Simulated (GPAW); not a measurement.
# ZrB2 (P6/mmm) in GPAW: a series of runs, part 2 of 2

GPAW 26.7.0. The steps go on from the part before.

### 4 Single point, PBE

run.py

```python
from ase.dft.bandgap import bandgap
from ase.io import read, write
from ase.units import GPa
from gpaw import GPAW, PW

atoms = read('POSCAR')

calc = GPAW(mode=PW(800),
            xc='PBE',
            kpts={'size': (10, 10, 8), 'gamma': True},
            occupations={'name': 'methfessel-paxton', 'order': 0, 'width': 0.016},
            nbands=20,
            convergence={'density': 1e-05, 'energy': 1e-05},
            maxiter=150,
            txt='gpaw.txt')
atoms.calc = calc
energy = atoms.get_potential_energy()
forces = atoms.get_forces()
stress = atoms.get_stress()
calc.write('gs.gpw')
write('result.traj', atoms)
print(f'Energy: {energy:.6f} eV')
print('Forces (eV/A):')
print(forces.round(4))
print('Stress (GPa):', (stress / GPa).round(3))
print('Fermi level:', round(calc.get_fermi_level(), 4), 'eV')
print(f'Gap: {bandgap(calc)[0]:.4f} eV, direct: {bandgap(calc, direct=True)[0]:.4f} eV')
```

POSCAR

```
ZrB2
1.0
    3.1700000000      0.0000000000      0.0000000000
   -1.5850000000      2.7453005300      0.0000000000
    0.0000000000      0.0000000000      3.5330000000
Zr B
1 2
Direct
    0.0000000000      0.0000000000      0.0000000000
    0.6666666667      0.3333333333      0.5000000000
    0.3333333333      0.6666666667      0.5000000000
```

Potentials or basis: GPAW PAW data sets (gpaw-data 1.2.1), pw.

The run is started by

```console
> OMP_NUM_THREADS=1 python run.py
```

gpaw.txt:

```text
__  _  _
 | _ |_)|_||  |
 |__||  | ||/\| - 26.7.0

Input parameters:
  mode=PW(ecut=800.0),
  convergence={'density': 1e-05, 'energy': 1e-05},
  kpts=MonkhorstPack(size=(10, 10, 8), gamma=True),
  maxiter=150,
  nbands=20,
  occupations=Occupations(name='methfessel-paxton', order=0, width=0.016),
  xc=XC(name='PBE')

Diagonalizing LCAO Hamiltonian
Converting LCAO to pw mode

         B  B

       Zr

Atoms  # Å, Bohr magnetons
|   | symbol |         x |        y |        z |    initial magnetic moments |
|---|--------|-----------|----------|----------|-----------------------------|
| 0 |     Zr |  0.000000 | 0.000000 | 0.000000 | ( 0.0000,  0.0000,  0.0000) |
| 1 |      B |  1.585000 | 0.915100 | 1.766500 | ( 0.0000,  0.0000,  0.0000) |
| 2 |      B | -0.000000 | 1.830200 | 1.766500 | ( 0.0000,  0.0000,  0.0000) |

Unit cell  # Å
| periodic |         x |        y |        z |  lengths |     angles |
|----------|-----------|----------|----------|----------|------------|
|      yes |  3.170000 | 0.000000 | 0.000000 | 3.170000 |  90.000000 |
|      yes | -1.585000 | 2.745301 | 0.000000 | 3.170000 |  90.000000 |
|      yes |  0.000000 | 0.000000 | 3.533000 | 3.533000 | 120.000000 |

Number of symmetries: 24
Symmetry operations  # r_c * U_cc + t_c -> r_c
|    | kind |            matrix            |
|----|------|------------------------------|
|  0 |  σ   |  1, 1, 0,  0,-1, 0,  0, 0, 1 |
|  1 |  C2  |  1, 1, 0,  0,-1, 0,  0, 0,-1 |
|  2 |  C6  |  1, 1, 0, -1, 0, 0,  0, 0, 1 |
|  3 |  S6  |  1, 1, 0, -1, 0, 0,  0, 0,-1 |
|  4 |  E   |  1, 0, 0,  0, 1, 0,  0, 0, 1 |
|  5 |  σ   |  1, 0, 0,  0, 1, 0,  0, 0,-1 |
[... 145 lines left out ...]
convergence criteria:
- Maximum integral of absolute [dens]ity change: 1e-05 electrons / valence electron
- Maximum [total energy] change in last 3 cyles: 1e-05 eV / valence electron
- Maximum integral of absolute [eigenst]ate change: 4e-08 eV^2 / valence electron
maximum number of iterations: 150

SCF iterations
|iter     | |      energy | eigst |  dens |
|---------|-|-------------|-------|-------|
|iter:   1| |  -25.036389 | +0.24 |       |
|iter:   2| |  -24.749579 | -1.75 | -1.00 |
|iter:   3| |  -23.905951 | -1.13 | -1.06 |
|iter:   4| |  -23.909247 | -2.97 | -1.79 |
|iter:   5| |  -23.912825 | -3.72 | -2.10 |
|iter:   6| |  -23.912872 | -4.89 | -2.91 |
|iter:   7| |  -23.912872c| -6.46 | -3.78 |
|iter:   8| |  -23.912872c| -7.76c| -4.34 |
|iter:   9| |  -23.912872c| -8.03c| -5.05c|

Converged in 9 steps
Energy contributions relative to reference atoms: (reference = -99232.550370)

Energy contributions:
  Kinetic:          17.905190
  Coulomb:         -17.141159
  Zero:              0.366662
  External:          0.000000
  Xc:              -25.043489
  Entropy:          -0.000152
  Spinorbit:         0.000000
  ----------------------------
  Free energy:     -23.912948
  Extrapolated:    -23.912872

dipole moment: (-5.772584, -9.998409, -12.867218)  # |e|*Ang

Fermi level: 11.834
Eigenvalues  # (at kpt = [0.000, 0.000, 0.000])
| band index |      eig [eV] | occ [0-2] |
|------------|---------------|-----------|
|          0 |       -36.678 |     2.000 |
|          1 |       -14.872 |     2.000 |
|          2 |       -14.325 |     2.000 |
|          3 |       -14.325 |     2.000 |
|          4 |        -0.772 |     2.000 |
|          5 |         9.333 |     2.000 |
[... 9 lines left out ...]
|         15 |        17.113 |     0.000 |
|         16 |        19.757 |     0.000 |
|        ... |               |           |
|         19 |        31.424 |     0.000 |

No gap
No difference between direct/indirect transitions

Forces  # eV/Ang
|        x |       y |       z |
|----------|---------|---------|
|  0.00000 | 0.00000 | 0.00000 |  # Zr   0
| -0.00000 | 0.00000 | 0.00000 |  # B    1
|  0.00000 | 0.00000 | 0.00000 |  # B    2

Stress tensor  # eV/Ang^3
|        x |        y |         z |
|----------|----------|-----------|
| 0.002538 | 0.000000 |  0.000000 |
| 0.000000 | 0.002538 |  0.000000 |
| 0.000000 | 0.000000 | -0.003594 |

# Writing to gs.gpw (mode='')
```

Run time: 41 s. Hardware: 1 thread of Arm Neoverse V1, shared host; peak memory 0.19 GiB.

What came out:

- Free energy: -23.9129 eV
- Pressure: -0.1 GPa
- Band gap on the k mesh: none (metal or under the smearing width)

Stress tensor (GPa, compression positive):
```
-0.41  0.00  0.00
 0.00 -0.41  0.00
 0.00  0.00  0.58
```

Levels at points of the mesh, in eV from the Fermi level:
```csv
k point,band 5,band 6,band 7,band 8,band 9,band 10,band 11,band 12,band 13,band 14
"(0.00, 0.00, 0.00)",-12.61,-2.50,-2.50,-2.45,-2.23,3.52,3.52,4.29,4.29,4.99
"(0.00, 0.00, 0.50)",-10.58,-6.84,-0.84,-0.84,0.46,0.46,0.90,0.90,1.95,5.17
"(0.50, 0.50, 0.00)",-8.83,-8.39,-3.76,-2.93,-2.55,2.35,2.43,5.04,5.11,6.64
"(0.50, 0.50, 0.50)",-9.78,-6.88,-4.48,-4.00,-1.89,3.86,4.21,5.41,6.35,6.59
```

### 5 Relaxation of cell and atoms, r2SCAN

run.py

```python
from ase.filters import FrechetCellFilter
from ase.io import read, write
from ase.optimize import BFGS
from gpaw import GPAW, PW

atoms = read('ZrB2.cif')

calc = GPAW(mode=PW(800),
            xc='MGGA_X_R2SCAN+MGGA_C_R2SCAN',
            kpts={'size': (7, 7, 5), 'gamma': True},
            occupations={'name': 'fermi-dirac', 'width': 0.05},
            nbands=20,
            convergence={'density': 1e-06, 'energy': 1e-06, 'eigenstates': 1e-10},
            maxiter=150,
            txt='gpaw.txt')
atoms.calc = calc
opt = BFGS(FrechetCellFilter(atoms), trajectory='relax.traj', logfile='-')
done = opt.run(fmax=0.01, steps=60)
calc.write('gs.gpw')
write('result.traj', atoms)
print('Converged:', done)
print('Cell:', atoms.cell.cellpar().round(4))
print('Volume:', round(atoms.get_volume(), 4))
print(atoms.get_scaled_positions().round(5))
```

ZrB2.cif

```cif
data_ZrB2
_cell_length_a 3.17000000
_cell_length_b 3.17000000
_cell_length_c 3.53300000
_cell_angle_alpha 90.00000000
_cell_angle_beta 90.00000000
_cell_angle_gamma 120.00000000
_space_group_name_H-M_alt 'P6/mmm'
_space_group_name_Hall '-P 6 2'
_space_group_IT_number 191
loop_
_space_group_symop_operation_xyz
'x,y,z'
'-x,-y,-z'
'x-y,x,z'
'-x+y,-x,-z'
'-y,x-y,z'
'y,-x+y,-z'
'-x,-y,z'
'x,y,-z'
'-x+y,-x,z'
'x-y,x,-z'
'y,-x+y,z'
'-y,x-y,-z'
'-y,-x,-z'
'y,x,z'
'-x,-x+y,-z'
'x,x-y,z'
'-x+y,y,-z'
'x-y,-y,z'
'y,x,-z'
'-y,-x,z'
'x,x-y,-z'
'-x,-x+y,z'
'x-y,-y,-z'
'-x+y,y,z'
loop_
_atom_site_label
_atom_site_type_symbol
_atom_site_symmetry_multiplicity
_atom_site_Wyckoff_symbol
_atom_site_fract_x
_atom_site_fract_y
_atom_site_fract_z
_atom_site_occupancy
Zr1 Zr 1 a 0.0000000000 0.0000000000 0.0000000000 1
B1 B 2 d 0.6666666667 0.3333333333 0.5000000000 1
```

The run is started by

```console
> OMP_NUM_THREADS=1 python run.py
```

Wall time 5.7 min (1 thread of AMD EPYC 7R43 (Zen 3), shared host); peak memory 0.62 GiB.

It converged, with:

| Property | Result |
| --- | --- |
| Free energy | -36.5335 eV |
| Relaxed volume | 10.28 Å³/atom |
| Relaxed cell | a = 3.168 Å, b = 3.168 Å, c = 3.547 Å, α = 90.00°, β = 90.00°, γ = 120.00° |
| Space group after relaxing (to 0.05 Å) | P6/mmm (No. 191) |
| Energy gained by relaxing | 0.2 meV/atom |
| Ionic steps | 5 |
| Pressure after relaxing | 0.0 GPa |
| Band gap on the k mesh | none (metal or under the smearing width) |

Step by step:
```csv
step,energy change (eV),largest force (eV/Å),pressure (GPa),volume (Å³)
1,0.0000,0.0000,0.58,30.75
2,-0.0001,0.0000,0.46,30.76
3,-0.0005,0.0000,-0.23,30.86
4,-0.0005,0.0000,-0.22,30.85
5,-0.0005,0.0000,-0.03,30.83
```

Final structure:
```yaml
crystal:
  lattice:
    - [3.16827, 0.00000, 0.00000]
    - [-1.58413, 2.74380, 0.00000]
    - [0.00000, 0.00000, 3.54685]
  atoms:
    - { symbol: Zr, position: [0.00000, 0.00000, 0.00000] }
    - { symbol: B, position: [0.66667, 0.33333, 0.50000] }
    - { symbol: B, position: [0.33333, 0.66667, 0.50000] }
```

Levels at points of the mesh, in eV from the Fermi level:
```
           k point  band 5  band 6  band 7  band 8  band 9  band 10  band 11  band 12  band 13  band 14
(0.00, 0.00, 0.00)  -13.31   -2.44   -2.44   -2.36   -2.33     3.90     3.90     4.69     4.69     5.31
```

Caveat: later steps reuse the first step's grids; the PAW data sets were made with another functional, which shifts forces and pressure a little.

### 6 The runs side by side

| task | level | cell | k mesh | smearing | optimizer | fmax | max steps | gap on the mesh (eV) | pressure (GPa) |
| --- | --- | --- | --- | --- | --- | --- | --- | --- | --- |
| single point | PBE | as given | 10 × 10 × 8 | gaussian 0.014 eV | - | - | - | none | -0.1 |
| single point | PBE | as given | 10 × 10 × 8 | gaussian 0.015 eV | - | - | - | none | -0.1 |
| single point | PBE | as given | 10 × 10 × 8 | gaussian 0.016 eV | - | - | - | none | -0.1 |
| relaxation of cell and atoms | r2SCAN | relaxed | 7 × 7 × 5 | fermi-dirac 0.05 eV | BFGS | 0.01 eV/Å | 60 | none | 0.0 |

Alike in all rows: potentials or basis GPAW PAW data sets (gpaw-data 1.2.1), pw; no spin polarisation; cutoff (eV) 800.

Every run on the cell as given and a fine mesh finds a metal.

Caveats: later steps reuse the first step's grids (some runs); the PAW data sets were made with another functional, which shifts forces and pressure a little (some runs).

Absolute energies hang on the potentials; compare differences alone.
